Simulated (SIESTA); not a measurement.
The system is Pd.

```
CELL_PARAMETERS angstrom
2.78367 0.00000 0.00000
-1.39183 2.41072 0.00000
0.00000 0.00000 4.62889
ATOMIC_POSITIONS crystal
Pd 0.33333 0.66667 0.25000
Pd 0.66667 0.33333 0.75000
```

This isn't the form of Pd at room conditions, which is fcc.

Program: SIESTA 5.4.2. Alike in all runs: task band structure; level PBEsol; no spin polarisation; cell as given; k mesh 11 × 11 × 6; smearing fermi-dirac 0.05 eV; grid cutoff 800 Ry; energy shift 0.003 Ry. Hardware: 1 thread of Intel(R) Xeon(R) Platinum 8488C (Sapphire Rapids), on a shared host.

Problem. Order these runs on this cell by their wall time, lowest first.
A. potentials or basis PseudoDojo 0.4 standard (PBEsol files), TZDP (energy shift 0.003 Ry; two zetas on semicore shells)
B. potentials or basis PseudoDojo 0.4 standard (PBEsol files), SZ (energy shift 0.003 Ry)
C. potentials or basis PseudoDojo 0.4 standard (PBEsol files), DZP (energy shift 0.003 Ry; two zetas on semicore shells)

Solution. B (17 s), C (59 s), A (130 s).

Caveats: the basis has no polarisation orbitals (some runs).
